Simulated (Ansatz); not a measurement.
# MnO (Fm-3m) in Ansatz: further runs

One crystal, MnO, is run at these levels: LDA, PBEsol; tasks: single point.

Program: Ansatz 0.2.0. These are calculated values, not measurements. Logs are shortened: lines on timing, memory, paths and dates and some standing lists are left out, and cuts for length are marked.

## 1. The structure

The structure is cubic, space group Fm-3m (No. 225). The conventional cell has a = 4.448 Å, b = 4.448 Å, c = 4.448 Å, α = 90.00°, β = 90.00°, γ = 90.00°. Around Mn (site symmetry m-3m) lie 6 O at 2.22 Å. O (site symmetry m-3m) is surrounded by 6 Mn at 2.22 Å.

The cell is a database's computed one.

## 2. Single point, LDA, collinear spin, ferromagnetic start

The input, input.yaml:

```yaml
crystal:
  lattice:
    - [0.0, 2.2239077028, 2.2239077028]
    - [2.2239077028, 0.0, 2.2239077028]
    - [2.2239077028, 2.2239077028, 0.0]
  atoms:
    - { symbol: Mn, position: [0.0, 0.0, 0.0], spin: 4.0 }
    - { symbol: O, position: [0.5, 0.5, 0.5] }
hamiltonian:
  xc: lda
  pseudopotentials: { kind: paw }
magnetization:
  spin_polarized: true
kpoints:
  mp_grid: { grid: [10, 10, 10] }
scf:
  occupations: { method: gaussian, width: 0.05 }
output:
  forces: true
  stress: true
  eigenvalues: true
```

Potentials or basis: Ansatz PAW.

Command:

```sh
$ ansatz run input.yaml --threads 2 --pin off --max-ram 5632MiB --backend cpu --events-out ev --progress --plain --runs-dir out
```

The log of the run:

```text
Warning: RAYON_NUM_THREADS=2 ignored (pool sized by the plan → 2); use --threads N
Engine: ansatz 0.2.0, x86_64-unknown-linux-gnu
Pseudopotentials: kind: paw
Pseudopotential: Mn, paw, valence charge 15, recommended cutoff 420 eV (normal), Mn.paw.azcp
Pseudopotential: O, paw, valence charge 6, recommended cutoff 420 eV (normal), O.paw.azcp
Functional definition: SPW92
  exchange = slater_x
  correlation = pw_c
Crystal: 2 atoms, lattice volume = 21.998 Å³
Basis set: ecut = 420 eV, 411 PW (Γ)
Bands: 17, of which v1, the nominal top of the filled ones, is band 11 counted from 1 (10 counted from 0)
Symmetry: 48 space group operations
Space group: Fm-3m (ITA 225), of the structure as read, at distance tolerance 2.8e-5 Å
Magnetic group: BNS 225.116 (UNI 1618), of the structure as read, at distance tolerance 2.8e-5 Å
k-points: 47 of 1000
Non-local potential: Mn, projectors of the file, l = 0: 3, l = 1: 2, l = 2: 3, l = 3: 1
Non-local potential: O, projectors of the file, l = 0: 2, l = 1: 2, l = 2: 1
PAW form: soft (Blöchl's): semilocal exchange-correlation on the pseudo side does not see the compensation charge
PAW frozen core: Mn, regenerated for the run's functional, and the local potential with it (the file was generated under x = pbe(κ = 0.804, μ = 0.2195149727645171), c = pbe(β = 0.06672455060314922))
PAW frozen core: O, regenerated for the run's functional, and the local potential with it (the file was generated under x = pbe(κ = 0.804, μ = 0.2195149727645171), c = pbe(β = 0.06672455060314922))
PAW one-centre angular grid: Mn, 590 points (default); XC on 64 Gauss nodes
PAW one-centre angular grid: O, 110 points (default); XC on 64 Gauss nodes
Initial density: superposition of atomic densities (chi_scale 0.1, normalization cell, long waves kept (reshape's long-wave potential 0.00 eV rms))
Starting moments: Σ|m| = 4 μB on 1 of 2 sites
Initial wavefunctions: pseudopotential atomic-orbital guess
Functional: x = slater, c = lda
SCF iter   1: F=—  HF=-4396.224926 eV  |F-HF|=—  |Δ(HF+E_count)|=         —  Δρ=1.30e-1 (↑1.30e-1 ↓7.58e-2)  dr2=6.95e0  dr2_m=4.80e-1  M=4.311 μB ∫|m|=4.311 μB  β_m=0.30  ethr=3.10e-3  ⟨swp⟩=3.7  Hψ=6540  notcnv=0
Mixer restart at iter 1: flushing history
preconditioner: auto → none  [metal: Δε(μ)=0.019 eV  Ē_g=12.297 eV  σ=0.050 eV  W_gap=0.22  n_scr=8 (ndim 8)  ℏωp=28.5 eV  f_vac=0.000  D(μ)=1.24/eV (n_scr^D=14)  sad-step TF]
SCF iter   2: F=—  HF=-4395.902788 eV  |F-HF|=—  |Δ(HF+E_count)|=   3.22e-1  Δρ=7.40e-2 (↑7.40e-2 ↓3.16e-2)  dr2=1.13e0  dr2_m=3.93e-1  M=4.584 μB ∫|m|=4.584 μB  β_m=0.41  ethr=3.10e-3  ⟨swp⟩=3.0  Hψ=3664  notcnv=0  defer=172
SCF iter   3: F=—  HF=-4395.876707 eV  |F-HF|=—  |Δ(HF+E_count)|=   2.61e-2  Δρ=1.68e-2 (↑1.56e-2 ↓1.68e-2)  dr2=1.52e-1  dr2_m=1.87e-2  M=4.531 μB ∫|m|=4.531 μB  β_m=0.46  ethr=3.10e-3  ⟨swp⟩=2.6  Hψ=2884  notcnv=0  defer=166
SCF iter   4: F=—  HF=-4395.821636 eV  |F-HF|=—  |Δ(HF+E_count)|=         —  Δρ=6.49e-3 (↑4.81e-3 ↓6.49e-3)  dr2=1.69e-2  dr2_m=2.43e-3  M=4.538 μB ∫|m|=4.538 μB  β_m=0.46  ethr=7.22e-4  ⟨swp⟩=2.4  Hψ=2748  notcnv=0  defer=166
Mixer restart at iter 4: flushing history
SCF iter   5: F=—  HF=-4395.835021 eV  |F-HF|=—  |Δ(HF+E_count)|=   1.34e-2  Δρ=5.95e-3 (↑5.95e-3 ↓3.96e-3)  dr2=8.25e-3  dr2_m=1.37e-3  M=4.567 μB ∫|m|=4.567 μB  β_m=0.49  ethr=8.06e-5  ⟨swp⟩=2.3  Hψ=2666  notcnv=0  defer=166
SCF iter   6: F=—  HF=-4395.854980 eV  |F-HF|=—  |Δ(HF+E_count)|=   2.00e-2  Δρ=3.83e-3 (↑3.83e-3 ↓3.14e-3)  dr2=1.02e-3  dr2_m=2.15e-3  M=4.592 μB ∫|m|=4.592 μB  β_m=0.69  ethr=3.93e-5  ⟨swp⟩=2.0  Hψ=2828  notcnv=0  defer=166
SCF iter   7: F=—  HF=-4395.864929 eV  |F-HF|=—  |Δ(HF+E_count)|=   9.95e-3  Δρ=2.36e-3 (↑1.61e-3 ↓2.36e-3)  dr2=2.09e-3  dr2_m=2.57e-4  M=4.599 μB ∫|m|=4.599 μB  β_m=0.84  ethr=4.84e-6  ⟨swp⟩=2.0  Hψ=2912  notcnv=0  defer=166
SCF iter   8: F=—  HF=-4395.867925 eV  |F-HF|=—  |Δ(HF+E_count)|=   3.00e-3  Δρ=2.18e-3 (↑2.18e-3 ↓7.48e-4)  dr2=6.58e-4  dr2_m=2.98e-4  M=4.615 μB ∫|m|=4.615 μB  β_m=0.70  ethr=4.84e-6  ⟨swp⟩=2.0  Hψ=2949  notcnv=0  defer=166
SCF iter   9: F=—  HF=-4395.867699 eV  |F-HF|=—  |Δ(HF+E_count)|=   2.26e-4  Δρ=2.19e-4 (↑2.19e-4 ↓1.33e-4)  dr2=1.80e-6  dr2_m=6.03e-6  M=4.612 μB ∫|m|=4.612 μB  β_m=0.85  ethr=3.13e-6  ⟨swp⟩=2.2  Hψ=2525  notcnv=0  defer=166
SCF iter  10: F=—  HF=-4395.867698 eV  |F-HF|=—  |Δ(HF+E_count)|=   9.31e-7  Δρ=4.49e-5 (↑4.49e-5 ↓4.39e-5)  dr2=1.42e-6  dr2_m=1.63e-8  M=4.612 μB ∫|m|=4.612 μB  β_m=0.82  ethr=8.57e-9  ⟨swp⟩=2.0  Hψ=2318  notcnv=0  defer=166
SCF iter  11: F=—  HF=-4395.867698 eV  |F-HF|=—  |Δ(HF+E_count)|=   1.07e-7  Δρ=1.19e-6 (↑1.19e-6 ↓8.96e-7)  dr2=6.55e-10  dr2_m=3.07e-11  M=4.612 μB ∫|m|=4.612 μB  β_m=0.91  ethr=6.75e-9  ⟨swp⟩=2.4  Hψ=2220  notcnv=0  defer=166
SCF iter  12: F=-4395.867698 eV  HF=-4395.867698 eV  |F-HF|=1.18e-10  |Δ(HF+E_count)|=  5.28e-11  Δρ=5.46e-7 (↑3.73e-7 ↓5.46e-7)  dr2=1.34e-10  dr2_m=1.15e-11  M=4.612 μB ∫|m|=4.612 μB  ethr=3.12e-12  ⟨swp⟩=3.5  Hψ=6271  notcnv=0
SCF 1 converged in 12 iterations: F = -4395.867698 eV  dr2 = 1.34e-10
SCF converged after 12 iterations
Magnetization: 4.6118 μB (12.8059 up, 8.1941 down)
Absolute magnetization: 4.6118 μB (∫|ρ↑−ρ↓|, with the PAW one-centre terms)
Spin contamination: 0.0128 ħ² per cell (⟨S²⟩ above its minimum at these occupations)
Per-site moments (μB) at R_I (Å): [(3.9158996466589184, 0.9173619274050001), (0.22203074871227899, 0.9173619274050001)]
Free energy (F): -4395.867698 eV
Harris-Foulkes:  -4395.867698 eV  (|F-HF|=1.18e-10)
Internal energy: -4395.865471 eV  (E = F + TS)
E sigma→0 (E₀):  -4395.866585 eV
Entropy (-TS):   -0.002227 eV (-1.114 meV/atom)
Fermi energy:    12.943106 eV
--- Per-component energies (eV) ---
  E_band       = -252.935172
  E_kinetic    = 472.421268
  E_local      = -2233.658066  (includes V_loc(G=0)·N_el)
  E_nonlocal   = 307.144140
  E_hartree    = 890.291908
  E_xc         = -181.948078
  E_vxc        = -234.045296  (∫ρ·V_xc dr)
  E_paw        = -1396.028013  (= ΣΔE_a)
  E_vpaw       = -345.383441  (= ΣTr[D̂ρ^β])
  E_aug_tail   = 0.002420  (compensation charges beyond the density's cutoff)
  E_ewald      = -2254.571925
  E_core_change = 0.480875  (= ΣΔE_core)
  E_smearing   = -0.002227  (= −TS)
  E_closure    = -0.000000  (closes the sum)
  Σ components = -4395.867698   (vs F -4395.867698, Δ=0.00e0)
--- Forces (eV/Å), atoms counted from 1 ---
  atom   1  Mn    -0.00000000     0.00000000     0.00000000
  atom   2  O      0.00000000    -0.00000000    -0.00000000
  max |Σ_I F_I| component: 1.23e-29 eV/Å
--- Stress (GPa, compression-positive) ---
      -16.383097       0.000000       0.000000
        0.000000     -16.383097      -0.000000
        0.000000      -0.000000     -16.383097
  P = ⅓ Tr σ = -16.3831 GPa (-163.831 kbar)
--- Band table (eV; the first three rows and the last of 94) ---
  k-point 0 ↑: bands = ["-67.8106", "-36.8964", "-36.8964", "-36.8964", "-7.1161", "9.1026", "9.1026", "9.1026", "9.8923", "9.8923", "9.8923", "10.3959", "10.3959", "12.4755", "26.8781", "29.0769", "29.0769"]
  k-point 1 ↑: bands = ["-67.8099", "-36.9027", "-36.8972", "-36.8972", "-7.0281", "8.2758", "8.6110", "8.6110", "10.0057", "10.0057", "10.1209", "10.9003", "10.9003", "13.1480", "25.7346", "28.7125", "28.7125"]
  k-point 2 ↑: bands = ["-67.8082", "-36.9194", "-36.8993", "-36.8993", "-6.7887", "6.9518", "7.8978", "7.8978", "10.2222", "10.2222", "10.3820", "11.7409", "11.7409", "14.4334", "23.7339", "27.4932", "27.4932"]
  k-point 46 ↓: bands = ["-63.3684", "-32.6393", "-32.6256", "-32.6113", "-5.5942", "6.9362", "7.4989", "7.7178", "13.4457", "14.3862", "14.8602", "15.0849", "15.5610", "21.0455", "22.0008", "22.9023", "25.4372"]
```

Wall time 1.8 s (2 threads of Intel Xeon 6975P-C (Granite Rapids), shared host); peak memory 0.33 GiB.

Results:

```
Free energy            : -4395.8677 eV
Pressure               : -16.4 GPa
Band gap on the k mesh : none (metal or under the smearing width)
Net moment             : 4.61 μB per cell
Absolute moment        : 4.61 μB per cell
Site moments           : Mn +3.92; O +0.22 μB
```

Caveat: so large a pressure means that the cell lies far from this level's equilibrium, or that cutoff or potentials fall short; the pressure holds a Pulay correction of +0.8 GPa for the finite cutoff; a cell with one magnetic atom can't hold antiferromagnetic order, which such compounds often take; semilocal functionals often make such compounds metallic where correlation or magnetic order opens a gap, which also shifts bond lengths; the PAW data sets come from PBE, with cores solved anew for the run's functional, which leaves a small shift of forces and pressure. With open d or f shells a metallic result of LDA can be an artefact of self-interaction; +U or a hybrid may open a gap.

## 3. Single point, PBEsol, collinear spin, ferromagnetic start

Changes to input.yaml since step 2:

```diff
@@ -9,3 +9,3 @@
 hamiltonian:
-  xc: lda
+  xc: pbesol
   pseudopotentials: { kind: paw }
@@ -16,3 +16,3 @@
 scf:
-  occupations: { method: gaussian, width: 0.05 }
+  occupations: { method: gaussian, width: 0.1 }
 output:
@@ -21 +21,5 @@
   eigenvalues: true
+  write_density: true
+  write_potential: true
+  elf: true
+  volumetric_format: npy
```

Potentials or basis: Ansatz PAW.

Command:

```sh
$ ansatz run input.yaml --threads 2 --pin off --max-ram 5632MiB --backend cpu --events-out ev --progress --plain --runs-dir out
```

Wall time 2.1 s (2 threads of Intel Xeon 6975P-C (Granite Rapids), shared host); peak memory 0.34 GiB.

Results (log left out):

```
Free energy            : -4429.3067 eV
Pressure               : -7.0 GPa
Band gap on the k mesh : none (metal or under the smearing width)
Net moment             : 4.78 μB per cell
Absolute moment        : 4.78 μB per cell
Site moments           : Mn +4.04; O +0.23 μB
```

Levels at points of the mesh, in eV from the Fermi level:
Spin up:
| k point | band 10 | band 11 | band 12 | band 13 | band 14 | band 15 | band 16 | band 17 |
| --- | --- | --- | --- | --- | --- | --- | --- | --- |
| (0.00, 0.00, 0.00) | -3.21 | -3.21 | -2.68 | -2.68 | -0.65 | 13.72 | 16.05 | 16.05 |
| (0.00, 0.00, -0.50) | -2.29 | -1.86 | 0.22 | 0.22 | 3.29 | 7.61 | 11.64 | 11.64 |
| (0.00, -0.50, -0.50) | -2.24 | -2.01 | -2.01 | -1.89 | 4.86 | 7.66 | 10.21 | 13.43 |
Spin down:
```
             k point  band 4  band 5  band 6  band 7  band 8  band 9  band 10  band 11  band 12  band 13
  (0.00, 0.00, 0.00)  -45.55  -19.76   -3.37   -3.37   -3.37    0.66     0.71     0.71     0.71     1.36
 (0.00, 0.00, -0.50)  -45.56  -18.79   -7.43   -4.87   -4.87    1.91     1.96     1.96     3.65     3.65
(0.00, -0.50, -0.50)  -45.58  -18.82   -6.47   -4.36   -4.36   -0.90     1.96     2.16     2.41     2.41
```

Caveat: the pressure holds a Pulay correction of +0.6 GPa for the finite cutoff; a cell with one magnetic atom can't hold antiferromagnetic order, which such compounds often take; semilocal functionals often make such compounds metallic where correlation or magnetic order opens a gap, which also shifts bond lengths; the PAW data sets come from PBE, with cores solved anew for the run's functional, which leaves a small shift of forces and pressure. With open d or f shells a metallic result of PBEsol can be an artefact of self-interaction; +U or a hybrid may open a gap.
